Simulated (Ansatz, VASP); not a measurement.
**Ru in VASP and in Ansatz**

The input INCAR:

```
SYSTEM = Ru
  PREC = Accurate
  ENCUT = 600
  EDIFF = 1E-6
  ISMEAR = 0
  SIGMA = 0.1
  LREAL = .False.
  LASPH = .True.
  NELM = 100
  ALGO = Normal
  ISIF = 3
  LWAVE = .False.
  LCHARG = .False.
  GGA = PS
  IBRION = 2
  NSW = 100
  EDIFFG = -0.01
```

The input KPOINTS:

```
Automatic mesh
0
Gamma
  20 20 20
  0 0 0
```

POSCAR

```
Ru
1.0
   -1.5085257607      1.5085257607      1.5085257607
    1.5085257607     -1.5085257607      1.5085257607
    1.5085257607      1.5085257607     -1.5085257607
Ru
1
Direct
    0.0000000000      0.0000000000      0.0000000000
```

Input for Ansatz:

```yaml
crystal:
  lattice:
    - [-1.5085257607, 1.5085257607, 1.5085257607]
    - [1.5085257607, -1.5085257607, 1.5085257607]
    - [1.5085257607, 1.5085257607, -1.5085257607]
  atoms:
    - { symbol: Ru, position: [0.0, 0.0, 0.0] }
basis:
  ecutwfc: 420
kpoints:
  mp_grid: { grid: [20, 20, 20] }
hamiltonian:
  xc: pbesol
scf:
  occupations: { method: gaussian, width: 0.1 }
output:
  forces: true
  stress: true
  eigenvalues: true
relax:
  adjacent_minimum: "off"
  f_tol: 0.01
  max_steps: 80
  cell: { stress_tol: 0.05 }
```

Alike in both runs: task relaxation of cell and atoms; functional PBEsol; k mesh 20 × 20 × 20; occupations gaussian, width 0.1 eV; no spin polarisation.

|  | VASP | Ansatz |
| --- | --- | --- |
| version | VASP 6.6.1 | Ansatz 0.2.0 |
| potentials or method | VASP PAW PBE potentials, release 64 (Ru_pv) | scalar-relativistic, plane waves, PAW |
| plane-wave cutoff (eV) | 600 | 420 |
| valence electrons in the cell | 14 | 16 |

VASP gave:

```
gap on the k mesh at the Fermi level, each at its own relaxed structure (eV) : none
relaxed volume (Å³/atom)                                                     : 13.74
relaxed cell length with the largest relative difference (Å)                 : 2.614
```

What did Ansatz give for the same quantities?

gap on the k mesh at the Fermi level, each at its own relaxed structure (eV): none; relaxed volume (Å³/atom): 13.75; relaxed cell length with the largest relative difference (Å): 2.614.

A gap of «none» marks a metal or a gap that the smearing closes. The two sets of potentials don't hold the same shells in valence.

Caveats: the PAW data sets were made with another functional, which shifts forces and pressure a little (VASP).
